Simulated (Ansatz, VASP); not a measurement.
One calculation of NaH, two programs

```
CELL_PARAMETERS angstrom
0.00000 2.35896 2.35896
2.35896 0.00000 2.35896
2.35896 2.35896 0.00000
ATOMIC_POSITIONS crystal
Na 0.00000 0.00000 0.00000
H 0.50000 0.50000 0.50000
```

Alike in both runs: functional PBE; dispersion D3(BJ); k mesh 8 × 8 × 8; occupations gaussian, width 0.02 eV; no spin polarisation.

Ansatz relaxed the structure, and its values are those at the end. VASP's run is a single point on that final structure, the one shown.

```csv
,VASP,Ansatz
version,VASP 6.6.1,Ansatz 0.2.0
potentials or method,"VASP PAW PBE potentials, release 64 (Na_pv, H)","scalar-relativistic, plane waves, PAW"
plane-wave cutoff (eV),520,420
valence electrons in the cell,8,10
```

Ansatz gave:

| Property | Result |
| --- | --- |
| gap on the k mesh at the Fermi level (eV) | 3.89 |
| least direct gap on the mesh (eV) | 4.78 |
| pressure (GPa) | 0.0 |

Estimate VASP's values.

gap on the k mesh at the Fermi level (eV): 3.88; least direct gap on the mesh (eV): 4.77; pressure (GPa): 0.0.

The two sets of potentials don't hold the same shells in valence.

A k mesh can miss the band edges.
